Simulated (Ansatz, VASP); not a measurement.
## GaSb: VASP beside Ansatz

```xyz
2
Lattice="0.0000 3.0590 3.0590 3.0590 0.0000 3.0590 3.0590 3.0590 0.0000" Properties=species:S:1:pos:R:3 pbc="T T T"
Sb    4.5885    4.5885    4.5885
Ga    0.0000    0.0000    0.0000
```

Alike in both runs: task single point; functional PBE; k mesh 8 × 8 × 8; occupations gaussian, width 0.019 eV; no spin polarisation.

|  | VASP | Ansatz |
| --- | --- | --- |
| version | VASP 6.6.1 | Ansatz 0.2.0 |
| potentials or method | VASP PAW PBE potentials, release 64 (Sb, Ga_d) | Ansatz PAW |
| plane-wave cutoff (eV) | 520 | 420 |
| valence electrons in the cell | 18 | 28 |

```csv
,VASP,Ansatz,Ansatz less VASP
gap on the k mesh at the Fermi level (eV),0.04,0.03,-0.002
least direct gap on the mesh (eV),0.04,0.03,-0.002
pressure (GPa),2.4,2.3,-0.07
```

The two sets of potentials don't hold the same shells in valence.

Caveats: spin-orbit coupling is left out, which moves the levels of the heavy elements. As with any semilocal functional, this PBE gap is likely too small. A k mesh can miss the band edges.
